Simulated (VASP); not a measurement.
Runs of VASP 6.6.1 on ZnSe (Stilleite). Symmetry: F-43m, No. 216, cubic system. Conventional cell: a = 5.668 Å, b = 5.668 Å, c = 5.668 Å, α = 90.00°, β = 90.00°, γ = 90.00°. Around Se (site symmetry -43m) lie 4 Zn at 2.45 Å. Zn (site symmetry -43m) is surrounded by 4 Se at 2.45 Å. 

| task | level | potentials or basis | cell | k mesh | cutoff (eV) | grid for exact exchange (PRECFOCK) | exchange at q = 0 | mesh quality | gap on the mesh (eV) | pressure (GPa) | relaxed volume (Å³/atom) |
| --- | --- | --- | --- | --- | --- | --- | --- | --- | --- | --- | --- |
| band structure | LDA | VASP PAW LDA potentials, release 64 (Se, Zn) | as given | 8 × 8 × 8 | 520 | - | - | not flagged | (a) | - | - |
| relaxation of cell and atoms | PBE+D3 | VASP PAW PBE potentials, release 64 (Se, Zn) | relaxed | 8 × 8 × 8 | 600 | - | - | not flagged | 1.29 | -0.1 | 22.76 |
| band structure | PBE0 | VASP PAW PBE potentials, release 64 (Se, Zn) | as given | 4 × 4 × 4 | 520 | Fast | truncated | coarse | 3.11 | 1.2 | - |
| relaxation of cell and atoms | PBEsol+D3 | VASP PAW PBE potentials, release 64 (Se, Zn) | relaxed | 8 × 8 × 8 | 600 | - | - | not flagged | 1.36 | 0.0 | (b) |
| relaxation of cell and atoms | PBE+TS | VASP PAW PBE potentials, release 64 (Se, Zn) | relaxed | 8 × 8 × 8 | 600 | - | - | not flagged | 1.22 | 0.0 | 23.18 |

Alike in all rows: no spin polarisation; smearing fermi-dirac 0.05 eV.

Problem. Fill in the values left out.

Solution. (a) 1.07; (b) 21.73.

Caveats: some runs use coarse meshes; the PAW data sets were made with another functional, which shifts forces and pressure a little (some runs).

A k mesh can miss the band edges, and the runs leave out spin-orbit coupling on Se.

Not every run made on this cell is shown here.
